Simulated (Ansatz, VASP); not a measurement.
**One calculation of HfN, two programs**

File INCAR:

```
SYSTEM = HfN
PREC = Accurate
ENCUT = 520
EDIFF = 1E-7
ISMEAR = 0
SIGMA = 0.15
LREAL = .FALSE.
LASPH = .TRUE.
NELM = 60
ALGO = Normal
ISIF = 2
LWAVE = .FALSE.
LCHARG = .TRUE.
GGA = PS
LELF = .TRUE.
LVHAR = .TRUE.
NBANDS = 14
```

File KPOINTS:

```
regular mesh
0
G
  16 16 16
  0 0 0
```

The input POSCAR:

```
HfN
1.0
    0.0000000000      2.4548220000      2.4548220000
    2.5039184400      0.0000000000      2.4548220000
    2.5039184400      2.4548220000      0.0000000000
Hf N
1 1
Direct
    0.0000000000      0.0000000000      0.0000000000
    0.7500000000      0.7500000000      0.7500000000
```

Input for Ansatz:

```yaml
crystal:
  lattice:
    - [0.0, 2.454822, 2.454822]
    - [2.50391844, 0.0, 2.454822]
    - [2.50391844, 2.454822, 0.0]
  atoms:
    - { symbol: Hf, position: [0.0, 0.0, 0.0] }
    - { symbol: "N", position: [0.75, 0.75, 0.75] }
basis:
  ecutwfc: 420
kpoints:
  mp_grid: { grid: [16, 16, 16] }
hamiltonian:
  xc: pbesol
scf:
  occupations: { method: gaussian, width: 0.15 }
output:
  forces: true
  stress: true
  eigenvalues: true
```

Change from the starting cell: strain +0.0200 x Voigt [1, 0, 0, 0, 0, 0], atoms carried along.

Alike in both runs: task single point; functional PBEsol; k mesh 16 × 16 × 16; occupations gaussian, width 0.15 eV; no spin polarisation.

|  | VASP | Ansatz |
| --- | --- | --- |
| version | VASP 6.6.1 | Ansatz 0.2.0 |
| potentials or method | VASP PAW PBE potentials, release 64 (Hf_pv, N) | scalar-relativistic, plane waves, PAW |
| plane-wave cutoff (eV) | 520 | 420 |
| valence electrons in the cell | 15 | 31 |

```tsv
	VASP	Ansatz	Ansatz less VASP
gap on the k mesh at the Fermi level (eV)	none	none	-
pressure (GPa)	-9.4	-8.5	+0.94
largest component of the traceless stress (GPa)	2.07	2.07	-0.002
```

A gap of «none» marks a metal or a gap that the smearing closes. The two sets of potentials don't hold the same shells in valence.

Caveats: the PAW data sets were made with another functional, which shifts forces and pressure a little (VASP). The runs have no spin-orbit coupling, so splittings on Hf are missing.
